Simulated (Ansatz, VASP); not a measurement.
# InSb3 in VASP and in Ansatz

```xyz
4
Lattice="0.0000 3.7946 3.7946 3.7946 0.0000 3.7946 3.7946 3.7946 0.0000" Properties=species:S:1:pos:R:3 pbc="T T T"
In    0.0000    0.0000    0.0000
Sb    1.8973    1.8973    1.8973
Sb    5.6918    5.6918    5.6918
Sb    3.7946    3.7946    3.7946
```

The cell comes from a database or a generator and needn't be the stable form of this composition.

Alike in both runs: task single point; functional PBE; dispersion D3(BJ); k mesh 4 × 4 × 4; occupations gaussian, width 0.1 eV; no spin polarisation.

|  | VASP | Ansatz |
| --- | --- | --- |
| version | VASP 6.6.1 | Ansatz 0.2.0 |
| potentials or method | VASP PAW PBE potentials, release 64 (In_d, Sb) | scalar-relativistic, plane waves, PAW |
| plane-wave cutoff (eV) | 520 | 420 |
| valence electrons in the cell | 28 | 58 |

|  | VASP | Ansatz | Ansatz less VASP |
| --- | --- | --- | --- |
| gap on the k mesh at the Fermi level (eV) | none | none | - |
| pressure (GPa) | -4.1 | -4.0 | +0.10 |

A gap of «none» marks a metal or a gap that the smearing closes. The two sets of potentials don't hold the same shells in valence.

Caveats: pairwise dispersion overbinds metals, which lowers pressure and volume. Spin-orbit coupling is left out, which matters for the levels of Sb.
